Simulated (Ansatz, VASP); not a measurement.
# Mo: VASP beside Ansatz

```
Mo
1.0
     5.63339    0.00000    0.00000
     0.00000    5.63339    0.00000
     0.00000    0.00000    2.89837
Mo
5
Direct
  0.27532 0.27532 0.50000
  0.27532 0.72468 0.50000
  0.72468 0.27532 0.50000
  0.72468 0.72468 0.50000
  0.00000 0.00000 0.00000
```

Alike in both runs: functional PBE; k mesh 8 × 8 × 14; occupations gaussian, width 0.1 eV; no spin polarisation.

Ansatz relaxed the structure, and its values are those at the end. VASP's run is a single point on that final structure, the one shown.

```csv
,VASP,Ansatz
version,VASP 6.6.1,Ansatz 0.2.0
potentials or method,"VASP PAW PBE potentials, release 64 (Mo_sv)","scalar-relativistic, plane waves, PAW"
plane-wave cutoff (eV),520,420
valence electrons in the cell,70,70
```

|  | VASP | Ansatz | Ansatz less VASP |
| --- | --- | --- | --- |
| gap on the k mesh at the Fermi level (eV) | none | none | - |
| pressure (GPa) | 0.4 | 0.0 | -0.44 |

A gap of «none» marks a metal or a gap that the smearing closes. With one functional, cell and mesh, what is left measures potentials, basis and numerics.
